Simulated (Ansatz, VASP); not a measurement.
One calculation of PbSe, two programs

Contents of INCAR:

```
SYSTEM = PbSe
PREC = Accurate
ENCUT = 520
EDIFF = 1E-6
ISMEAR = -1
SIGMA = 0.05
LREAL = .FALSE.
LASPH = .TRUE.
NELM = 80
ALGO = Normal
ISIF = 2
LWAVE = .FALSE.
LCHARG = .FALSE.
GGA = PE
NBANDS = 28
```

The input KPOINTS:

```
Automatic mesh
0
G
  7 7 6
  0 0 0
```

Contents of POSCAR:

```
PbSe
1.0
    2.1108871736     -6.0087296157      0.0000000000
    2.1108871736      6.0087296157      0.0000000000
    0.0000000000      0.0000000000      4.3596416781
Pb Se
2 2
Direct
    0.3682392700      0.6317607300      0.2500000000
    0.6317607300      0.3682392700      0.7500000000
    0.1387100400      0.8612899600      0.2500000000
    0.8612899600      0.1387100400      0.7500000000
```

File input.yaml:

```yaml
crystal:
  lattice:
    - [2.1108871736, -6.0087296157, 0.0]
    - [2.1108871736, 6.0087296157, 0.0]
    - [0.0, 0.0, 4.3596416781]
  atoms:
    - { symbol: Pb, position: [0.36823927, 0.63176073, 0.25] }
    - { symbol: Pb, position: [0.63176073, 0.36823927, 0.75] }
    - { symbol: Se, position: [0.13871004, 0.86128996, 0.25] }
    - { symbol: Se, position: [0.86128996, 0.13871004, 0.75] }
hamiltonian:
  xc: pbe
  pseudopotentials: { kind: paw }
kpoints:
  mp_grid: { grid: [7, 7, 6] }
scf:
  occupations: { method: fermi_dirac, width: 0.05 }
output:
  forces: true
  stress: true
  eigenvalues: true
```

Measurements of this composition are mostly on another form, of space group No. 225.

Alike in both runs: task single point; functional PBE; k mesh 7 × 7 × 6; occupations fermi-dirac, width 0.05 eV; no spin polarisation.

```csv
,VASP,Ansatz
version,VASP 6.6.1,Ansatz 0.2.0
potentials or method,"VASP PAW PBE potentials, release 64 (Pb_d, Se)",Ansatz PAW
plane-wave cutoff (eV),520,420
valence electrons in the cell,40,60
```

|  | VASP | Ansatz | Ansatz less VASP |
| --- | --- | --- | --- |
| gap on the k mesh at the Fermi level (eV) | 0.93 | 0.93 | +0.001 |
| least direct gap on the mesh (eV) | 0.99 | 0.99 | -0.001 |
| pressure (GPa) | 4.5 | 4.5 | 0.00 |
| largest component of the traceless stress (GPa) | 0.05 | 0.02 | -0.029 |
| rms of the force components (eV/Å) | 0.242 | 0.236 | -0.0055 |

Atom by atom the forces differ by 0.005 eV/Å (rms over components). The two sets of potentials don't hold the same shells in valence.

Caveats: spin-orbit coupling is left out, which as a rule narrows the gap of such compounds by several tenths of an eV; an odd mesh through Γ misses points on the zone boundary, where band edges often lie (VASP); odd divisions of the mesh miss points on the zone boundary, where band edges often lie, so the gap on the mesh can be too wide (Ansatz).
